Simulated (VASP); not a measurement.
Crystal: PbO.

```
Pb O
1.0
     6.10138    0.00000    0.00000
     0.00000    5.62115    0.00000
     0.00000    0.00000    4.72826
Pb O
4 4
Cartesian
  1.3603 0.0862 3.5462
  4.7411 5.5349 1.1821
  4.7411 2.8968 3.5462
  1.3603 2.7244 1.1821
  5.3174 5.0871 3.5462
  0.7840 0.5340 1.1821
  0.7840 2.2765 3.5462
  5.3174 3.3446 1.1821
```

The cell is a database's computed one.

- Program: VASP 6.6.1
- Task: relaxation of cell and atoms
- Functional: LDA
- Potentials or basis: VASP PAW LDA potentials, release 64 (Pb_d, O)
- Cutoff: 600 eV
- k mesh: 6 × 6 × 6
- Occupations: gaussian, width 0.02 eV
- Spin: no spin polarisation

At the start: pressure -3.4 GPa; volume 20.27 Å³/atom.

Problem. How do energy, volume and symmetry change on relaxing?

Solution. Over 27 steps the energy falls by 16.8 meV/atom and the volume is 18.18 Å³/atom (-10.3 %); space group Pbcm (No. 57, to 0.05 Å).

Step by step:
```
step  energy change (eV)  largest force (eV/Å)  pressure (GPa)  volume (Å³)
   1              0.0000                0.2896           -3.37       162.16
   2             -0.0096                0.9028            3.06       152.35
   3             -0.0630                0.3061           -0.23       156.92
   4             -0.0800                0.2308           -0.22       155.48
   5             -0.0889                0.1674           -0.14       153.43
   6             -0.1020                0.0646           -0.23       152.02
   7             -0.1085                0.1546           -0.32       150.11
   8             -0.1178                0.1447            0.30       148.04
   9             -0.1186                0.1546            0.59       147.14
  10             -0.1241                0.1160           -0.18       146.98
  11             -0.1241                0.1162           -0.16       146.98
  12             -0.1294                0.0819           -0.13       146.51
  13             -0.1331                0.0557           -0.06       145.70
  14             -0.1337                0.0355            0.11       145.40
  15             -0.1337                0.0310            0.09       145.44
  16             -0.1340                0.0269           -0.07       145.59
  17             -0.1340                0.0267           -0.12       145.64
  18             -0.1342                0.0183           -0.08       145.59
  19             -0.1343                0.0047           -0.01       145.51
  20             -0.1344                0.0056            0.00       145.49
  21             -0.1344                0.0095            0.03       145.44
  22             -0.1344                0.0082            0.02       145.45
  23             -0.1344                0.0102           -0.03       145.48
  24             -0.1344                0.0060           -0.01       145.45
  25             -0.1344                0.0061            0.02       145.41
  26             -0.1344                0.0053            0.02       145.42
  27             -0.1344                0.0047            0.01       145.43
```

Final structure:
```
CELL_PARAMETERS angstrom
5.78192 0.00000 0.00000
0.00000 5.41326 0.00000
0.00000 0.00000 4.64634
ATOMIC_POSITIONS crystal
Pb 0.23576 0.00694 0.75000
Pb 0.76424 0.99306 0.25000
Pb 0.76424 0.50694 0.75000
Pb 0.23576 0.49306 0.25000
O 0.86218 0.90914 0.75000
O 0.13782 0.09086 0.25000
O 0.13782 0.40914 0.75000
O 0.86218 0.59086 0.25000
```
